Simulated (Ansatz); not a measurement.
SiO$_{2}$, DFT, PBE, all-electron PAW with datasets made for the crystal, scalar-relativistic (Ansatz 0.2.0), run on 2 threads of Intel(R) Xeon(R) 6975P-C (Granite Rapids) on a shared host.

The geometry is COD entry 9001276, unchecked; take it as a test cell. The listed cell was then made from it by scaling, straining or moving an atom.

Command: `ansatz run input.yaml --threads 2 --pin off --max-ram 6144MiB --backend cpu --events-out ev --progress --plain --runs-dir out`

```yaml
crystal:
  lattice:
    - [4.263702, 0.0, 0.0]
    - [0.0, 4.263702, 0.0]
    - [0.0, 0.0, 2.6678]
  atoms:
    - { symbol: Si, position: [0.0, 0.0, 0.0] }
    - { symbol: Si, position: [0.5, 0.5, 0.5] }
    - { symbol: O, position: [0.3067, 0.3067, 0.0] }
    - { symbol: O, position: [0.1933, 0.8067, 0.5] }
    - { symbol: O, position: [0.6933, 0.6933, 0.0] }
    - { symbol: O, position: [0.8067, 0.1933, 0.5] }
kpoints:
  mp_grid: { grid: [6, 6, 9] }
scf:
  occupations: { method: fermi_dirac, width: 0.03 }
hamiltonian:
  xc: pbe
  pseudopotentials: { kind: all_electron, datasets: crystal }
output:
  forces: true
  stress: true
  eigenvalues: true
  efg: { contact_densities: true }
```

(1) How large is the problem that the program sets up?

(2) Estimate the wall time and the peak memory.

Results:

(1) 50 irreducible k-points, 1281 plane waves at Γ, 22 bands.

(2) 9 s of wall time for 7 SCF iterations, with a peak of 0.77 GiB. Times on shared machines scatter by tens of per cent.
